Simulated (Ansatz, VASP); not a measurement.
# W in VASP and in Ansatz

File INCAR:

```
PREC = Accurate
ENCUT = 520
EDIFF = 1E-7
ISMEAR = 0
SIGMA = 0.15
LREAL = False
LASPH = True
NELM = 60
ALGO = Normal
ISIF = 2
LWAVE = False
LCHARG = False
GGA = PS
NBANDS = 13
```

Contents of KPOINTS:

```
Automatic mesh
0
Gamma
  20 20 20
```

The input POSCAR:

```
W
1.0
    0.0000000000      1.9691000000      2.0909000000
    1.9691000000      0.0000000000      2.0909000000
    1.9691000000      1.9691000000      0.0000000000
W
1
Direct
    0.0000000000      0.0000000000      0.0000000000
```

Input for Ansatz:

```yaml
crystal:
  lattice:
    - [0.0, 1.9691, 2.0909]
    - [1.9691, 0.0, 2.0909]
    - [1.9691, 1.9691, 0.0]
  atoms:
    - { symbol: W, position: [0.0, 0.0, 0.0] }
basis:
  ecutwfc: 420
kpoints:
  mp_grid: { grid: [20, 20, 20] }
hamiltonian:
  xc: pbesol
scf:
  occupations: { method: gaussian, width: 0.15 }
output:
  forces: true
  stress: true
  eigenvalues: true
```

Change from the starting cell: strain -0.030 along x and y, +0.030 along z, atoms carried along.

Alike in both runs: task single point; functional PBEsol; k mesh 20 × 20 × 20; occupations gaussian, width 0.15 eV; no spin polarisation.

```csv
,VASP,Ansatz
version,VASP 6.6.1,Ansatz 0.2.0
potentials or method,"VASP PAW PBE potentials, release 64 (W_sv)","scalar-relativistic, plane waves, PAW"
plane-wave cutoff (eV),520,420
valence electrons in the cell,14,14
```

```csv
,VASP,Ansatz,Ansatz less VASP
gap on the k mesh at the Fermi level (eV),none,none,-
pressure (GPa),-3.8,-4.4,-0.60
largest component of the traceless stress (GPa),7.80,7.76,-0.038
```

A gap of «none» marks a metal or a gap that the smearing closes.

Caveats: the PAW data sets were made with another functional, which shifts forces and pressure a little (VASP). Spin-orbit coupling is left out, which matters for the levels of W.
